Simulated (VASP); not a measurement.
# Ni (Fm-3m) in VASP: a series of runs

One crystal, Ni, is run at these levels: PBE; tasks: relaxation of cell and atoms.

All numbers are computed with VASP 6.6.1; they aren't measurements. Logs are shortened: lines on timing, memory, paths and dates and some standing lists are left out, and cuts for length are marked.

## 1. The structure

Symmetry: Fm-3m, No. 225, cubic system. The conventional cell has a = 3.524 Å, b = 3.524 Å, c = 3.524 Å, α = 90.00°, β = 90.00°, γ = 90.00°. Around Ni (site symmetry m-3m) lie 12 Ni at 2.49 Å.

## 2. Relaxation of cell and atoms, PBE, collinear spin, ferromagnetic start

INCAR

```
ALGO = Normal ; EDIFF = 1E-7
EDIFFG = -0.002 ; ENCUT = 350
GGA = PE ; IBRION = 2
ISIF = 3 ; ISMEAR = 0
ISPIN = 2 ; LASPH = T
LCHARG = F ; LMAXMIX = 4
LORBIT = 11 ; LREAL = F
LWAVE = F ; MAGMOM = 0.8
NELM = 150 ; NSW = 80
PREC = Accurate ; SIGMA = 0.1
```

KPOINTS

```
k-points
0
Gamma
  20 20 20
```

POSCAR

```
Ni
1.0
    0.0000000000      1.7619350000      1.7619350000
    1.7619350000      0.0000000000      1.7619350000
    1.7619350000      1.7619350000      0.0000000000
Ni
1
Direct
    0.0000000000      0.0000000000      0.0000000000
```

Potentials or basis: VASP PAW PBE potentials, release 64 (Ni).

Started as:

```sh
$ cat potpaw_PBE.64/Ni/POTCAR > POTCAR
$ mpirun -np 1 vasp_std > vasp.out
```

OUTCAR:

```text
EDIFF = 1E-7
   EDIFFG = -0.002
   ENCUT = 350
   GGA = PE
   IBRION = 2
   ISIF = 3
   ISMEAR = 0
   ISPIN = 2
   LASPH = T
   LORBIT = 11
   LREAL = F
   NELM = 150
   NSW = 80
   PREC = Accurate

 ion  position               nearest neighbor table
   1  0.000  0.000  0.000-

  LATTYP: Found a face centered cubic cell.
 ALAT       =     3.5238700000

  Lattice vectors:

 A1 = (   0.0000000000,   1.7619350000,   1.7619350000)
 A2 = (   1.7619350000,   0.0000000000,   1.7619350000)
 A3 = (   1.7619350000,   1.7619350000,   0.0000000000)

Analysis of symmetry for initial positions (statically):
=====================================================================
 Subroutine PRICEL returns:
 Original cell was already a primitive cell.

 Routine SETGRP: Setting up the symmetry group for a
 face centered cubic supercell.

 Subroutine GETGRP returns: Found 48 space group operations
 (whereof 48 operations were pure point group operations)
 out of a pool of 48 trial point group operations.

The static configuration has the point symmetry O_h .

Analysis of symmetry for dynamics (positions and initial velocities):
=====================================================================
 Subroutine PRICEL returns:
 Original cell was already a primitive cell.

 Routine SETGRP: Setting up the symmetry group for a
 face centered cubic supercell.

 Subroutine GETGRP returns: Found 48 space group operations
 (whereof 48 operations were pure point group operations)
 out of a pool of 48 trial point group operations.

The dynamic configuration has the point symmetry O_h .

Analysis of structural, dynamic, and magnetic symmetry:
=====================================================================
 Subroutine PRICEL returns:
 Original cell was already a primitive cell.

 Routine SETGRP: Setting up the symmetry group for a
 face centered cubic supercell.

 Subroutine GETGRP returns: Found 48 space group operations
 (whereof 48 operations were pure point group operations)
 out of a pool of 48 trial point group operations.

The overall configuration has the point symmetry O_h .

 Subroutine INISYM returns: Found 48 space group operations
 (whereof 48 operations are pure point group operations),
 and found     1 'primitive' translations

----------------------------------------------------------------------------------------

                                     Primitive cell

  volume of cell :      10.9396

[... 103 lines left out ...]
   IALGO  =     38    algorithm
   IMIX   =      4    mixing-type and parameters
     AMIX     =   0.40;   BMIX     =  1.00
     AMIX_MAG =   1.60;   BMIX_MAG =  1.00
  volume/ion in A,a.u.               =      10.94        73.82
  Fermi-wavevector in a.u.,A,eV,Ry     =   1.588821  3.002436 34.345893  2.524352
  Thomas-Fermi vector in A             =   2.687765
   LORBIT       =     11    0 simple, 1 ext, 2 COOP (PROOUT), +10 PAW based schemes
   GGA     = PE    functional components
   LHFCALC =     F    Hartree Fock is set to
   AEXX    =    0.0000 exact exchange contribution
   IVDW    =     0    specifies the selected vdW correction
   LEPSILON=     F    determine dielectric tensor
   LRPA    =     F    only Hartree local field effects (RPA)
 conjugate gradient relaxation of ions
 spin polarized calculation
 Gauss-broadening in eV      SIGMA  =   0.10
  energy-cutoff  :      350.00
  volume of cell :       10.94
 maximum number of plane-waves:       170
   NGX =  7   NGY =  7   NGZ =  7

--------------------------------------- Ionic step        1  -------------------------------------------

 number of electron      10.0000005 magnetization       0.6299730

 Free energy of the ion-electron system (eV)
  ---------------------------------------------------
  ext. energy  EPLUGINS =         0.00000000
  ---------------------------------------------------
  free energy    TOTEN  =        -5.48097157 eV

  energy without entropy =       -5.47216421  energy(sigma->0) =       -5.47656789

------------------------ aborting loop because EDIFF is reached ----------------------------------------

  FORCE on cell =-STRESS in cart. coord.  units (eV):
  Direction    XX          YY          ZZ          XY          YZ          ZX
  --------------------------------------------------------------------------------------
  -------------------------------------------------------------------------------------
  Total       -0.0950235     -0.0950235     -0.0950235      0.0000000      0.0000000      0.0000000
  in kB      -13.9168833    -13.9168833    -13.9168833      0.0000000      0.0000000      0.0000000
  external PRESSURE =     -13.9168833 kB  Pullay stress =       0.0000000 kB
[... 57 lines left out ...]
--------------------------------------- Ionic step        3  -------------------------------------------

 number of electron      10.0000001 magnetization       0.6288228

 Free energy of the ion-electron system (eV)
  ---------------------------------------------------
  ext. energy  EPLUGINS =         0.00000000
  ---------------------------------------------------
  free energy    TOTEN  =        -5.48132749 eV

  energy without entropy =       -5.47259413  energy(sigma->0) =       -5.47696081

 E-fermi :   9.4142     XC(G=0): -13.2701

 val. band max:        9.4107751694   @ k =   0.3500   0.2500   0.0500
 cond. band min:       9.4142753221   @ k =  -0.4500   0.5000   0.0500
 fundamental gap:      0.0035001527
 Fermi energy:         9.4141749968

 spin component 1

 k-point     1 :       0.0000    0.0000    0.0000
  band No.  band energies     occupation
      1       0.3791      1.00000
      2       6.9678      1.00000
      3       6.9678      1.00000
      4       6.9678      1.00000
      5       8.1501      1.00000
      6       8.1501      1.00000
      7      33.1480      0.00000
      8      37.0208      0.00000
      9      37.0208      0.00000
[... 265 lines left out ...]
 k-point    24 :      -0.3500    0.0500    0.0000
  band No.  band energies     occupation
      1       4.2130      1.00000
      2       7.0558      1.00000
      3       7.1110      1.00000
      4       7.2279      1.00000
      5       8.4816      1.00000
      6       8.8317      1.00000
      7      18.5615      0.00000
      8      31.1154      0.00000
      9      33.4848      0.00000

 [... further k-points ...]

 spin component 2

 k-point     1 :       0.0000    0.0000    0.0000
  band No.  band energies     occupation
      1       0.3427      1.00000
      2       7.7260      1.00000
      3       7.7260      1.00000
      4       7.7260      1.00000
      5       8.7376      1.00000
      6       8.7376      1.00000
      7      32.9823      0.00000
      8      36.9998      0.00000
      9      36.9998      0.00000
[... 304 lines left out ...]
  FREE ENERGIE OF THE ION-ELECTRON SYSTEM (eV)
  ---------------------------------------------------
  free  energy   TOTEN  =        -5.4813274869 eV

  energy  without entropy=       -5.4725941278  energy(sigma->0) =       -5.47696081

 reached required accuracy - stopping structural energy minimisation

 total charge

# of ion       s       p       d       tot
------------------------------------------
    1        0.499   0.500   8.305   9.305

 magnetization (x)

# of ion       s       p       d       tot
------------------------------------------
    1       -0.007  -0.025   0.673   0.641
```

OSZICAR:

```text
N       E                     dE             d eps       ncg     rms          rms(c)
DAV:   1     0.155837648160E+02    0.15584E+02   -0.37950E+03  9818   0.105E+03
[... 27 lines left out ...]
DAV:   2    -0.548394046046E+01    0.49174E-02   -0.11887E-01  9637   0.513E+00    0.415E-01
DAV:   3    -0.548148556148E+01    0.24549E-02   -0.18773E-02  9535   0.216E+00    0.116E-01
DAV:   4    -0.548134739630E+01    0.13817E-03   -0.98315E-05 10646   0.845E-02    0.660E-02
DAV:   5    -0.548132490143E+01    0.22495E-04   -0.44695E-05 12344   0.519E-02    0.122E-02
DAV:   6    -0.548132634283E+01   -0.14414E-05   -0.59024E-07  9336   0.750E-03    0.717E-03
DAV:   7    -0.548132745714E+01   -0.11143E-05   -0.38682E-07  7288   0.109E-02    0.889E-04
DAV:   8    -0.548132748686E+01   -0.29720E-07   -0.54393E-09  4648   0.102E-03
   3 F= -.54813275E+01 E0= -.54769608E+01  d E =-.355916E-03  mag=     0.6288
```

Run time: 37 s. Hardware: 1 thread of Intel Xeon Platinum 8488C (Sapphire Rapids), shared host; peak memory 0.14 GiB.

Results:

```
Free energy                                           : -5.4813 eV
Relaxed volume                                        : 10.86 Å³/atom
Relaxed cell                                          : a = 2.486 Å, b = 2.486 Å, c = 2.486 Å, α = 60.00°, β = 60.00°, γ = 60.00°
Space group after relaxing (to 0.05 Å)                : Fm-3m (No. 225)
Energy gained by relaxing                             : 0.4 meV/atom
Ionic steps                                           : 3
Pressure after relaxing                               : 0.0 GPa
Band gap on the k mesh                                : none (metal or under the smearing width)
Net moment                                            : 0.63 μB per cell
Site moments                                          : Ni +0.64 μB
Valence electrons inside the program's atomic spheres : Ni 9.30
```

Step by step:
| step | energy change (eV) | largest force (eV/Å) | pressure (GPa) | volume (Å³) |
| --- | --- | --- | --- | --- |
| 1 | 0.0000 | 0.0000 | -1.39 | 10.94 |
| 2 | -0.0001 | 0.0000 | 1.29 | 10.79 |
| 3 | -0.0004 | 0.0000 | 0.02 | 10.86 |

Final structure:
```
Ni
1.0
     0.00000    1.75760    1.75760
     1.75760    0.00000    1.75760
     1.75760    1.75760    0.00000
Ni
1
Direct
  0.00000 0.00000 0.00000
```

## 3. Relaxation of cell and atoms, PBE, collinear spin, ferromagnetic start

This run uses another cell than the first one, of 10.86 Å³/atom, 0.993 times its volume.

INCAR is that of step 2.

KPOINTS is that of step 2.

POSCAR

```
Ni                                      
1.0
    0.0000000000      1.7575967371      1.7575967371
    1.7575967371     -0.0000000000      1.7575967371
    1.7575967371      1.7575967371     -0.0000000000
  Ni            
     1
Direct
     0.0000000000000000    0.0000000000000000    0.0000000000000000
```

Potentials or basis: VASP PAW PBE potentials, release 64 (Ni).

Started as:

```sh
$ cat potpaw_PBE.64/Ni/POTCAR > POTCAR
$ mpirun -np 1 vasp_std > vasp.out
```

It took 31 s on 1 thread of Intel Xeon Platinum 8488C (Sapphire Rapids), shared host; peak memory 0.14 GiB.

The run converged. Its results:

```
Free energy                                           : -5.4811 eV
Relaxed volume                                        : 10.86 Å³/atom
Relaxed cell                                          : a = 2.486 Å, b = 2.486 Å, c = 2.486 Å, α = 60.00°, β = 60.00°, γ = 60.00°
Space group after relaxing (to 0.05 Å)                : Fm-3m (No. 225)
Energy gained by relaxing                             : 0.0 meV/atom
Ionic steps                                           : 3
Pressure after relaxing                               : 0.0 GPa
Band gap on the k mesh                                : none (metal or under the smearing width)
Net moment                                            : 0.63 μB per cell
Site moments                                          : Ni +0.64 μB
Valence electrons inside the program's atomic spheres : Ni 9.30
```

Final structure:
```
Ni
1.0
     0.00000    1.75767    1.75767
     1.75767    0.00000    1.75767
     1.75767    1.75767    0.00000
Ni
1
Direct
  0.00000 0.00000 0.00000
```

Levels at points of the mesh, in eV from the Fermi level:
Spin up:
```
           k point  band 3  band 4  band 5  band 6  band 7  band 8
(0.00, 0.00, 0.00)   -2.45   -2.45   -1.26   -1.26   23.73   27.60
(0.50, 0.00, 0.00)   -2.43   -0.61   -0.61   -0.31    5.66   22.22
(0.50, 0.50, 0.00)   -0.55   -0.48   -0.48    2.44    9.23   14.83
```
Spin down:
| k point | band 3 | band 4 | band 5 | band 6 | band 7 | band 8 |
| --- | --- | --- | --- | --- | --- | --- |
| (0.00, 0.00, 0.00) | -1.69 | -1.69 | -0.68 | -0.68 | 23.57 | 27.58 |
| (0.50, 0.00, 0.00) | -1.81 | -0.37 | 0.15 | 0.15 | 6.09 | 22.08 |
| (0.50, 0.50, 0.00) | 0.06 | 0.39 | 0.39 | 2.39 | 9.47 | 14.84 |
